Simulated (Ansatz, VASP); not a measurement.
# Two plane-wave programs on Ge

INCAR

```
ALGO = Normal
EDIFF = 1E-7
ENCUT = 520
ISIF = 2
ISMEAR = -1
LASPH = T
LCHARG = T
LELF = T
LMIXTAU = T
LREAL = F
LVHAR = T
LWAVE = F
METAGGA = R2SCAN
NBANDS = 21
NELM = 100
PREC = Accurate
SIGMA = 0.05
```

Contents of KPOINTS:

```
k-points
0
Gamma
  10 10 6
```

POSCAR

```
Ge
1.0
    1.4880529250     -2.5946896100      0.0000000000
    1.4880529250      2.5946896100      0.0000000000
    0.0000000000      0.0000000000      4.7275957900
Ge
2
Direct
    0.3334466300      0.6665533700      0.2500000000
    0.6665533700      0.3334466300      0.7500000000
```

The input input.yaml:

```yaml
crystal:
  lattice:
    - [1.488052925, -2.59468961, 0.0]
    - [1.488052925, 2.59468961, 0.0]
    - [0.0, 0.0, 4.72759579]
  atoms:
    - { symbol: Ge, position: [0.33344663, 0.66655337, 0.25] }
    - { symbol: Ge, position: [0.66655337, 0.33344663, 0.75] }
hamiltonian:
  xc: r2scan
  pseudopotentials: { kind: paw }
kpoints:
  mp_grid: { grid: [10, 10, 6] }
scf:
  occupations: { method: fermi_dirac, width: 0.05 }
output:
  forces: true
  stress: true
  eigenvalues: true
  write_density: true
  write_potential: true
  elf: true
  volumetric_format: npy
```

This isn't the form of Ge at room conditions, which is diamond.

Alike in both runs: task single point; functional r2SCAN; k mesh 10 × 10 × 6; occupations fermi-dirac, width 0.05 eV; no spin polarisation.

```csv
,VASP,Ansatz
version,VASP 6.6.1,Ansatz 0.2.0
potentials or method,"VASP PAW PBE potentials, release 64 (Ge_d)",Ansatz PAW
plane-wave cutoff (eV),520,500
valence electrons in the cell,28,28
```

VASP gave:

```
gap on the k mesh at the Fermi level (eV)       : none
pressure (GPa)                                  : 1.9
largest component of the traceless stress (GPa) : 1.91
```

Question: What did Ansatz give for the same quantities?

Answer: gap on the k mesh at the Fermi level (eV): none; pressure (GPa): 2.1; largest component of the traceless stress (GPa): 1.89.

A gap of «none» marks a metal or a gap that the smearing closes. The functional is the same, so the differences come from potentials, cutoffs and numerics.

Caveats: the PAW data sets were made with another functional, which shifts forces and pressure a little (VASP); the PAW data sets come from PBE, with cores solved anew for the run's functional, which leaves a small shift of forces and pressure (Ansatz).
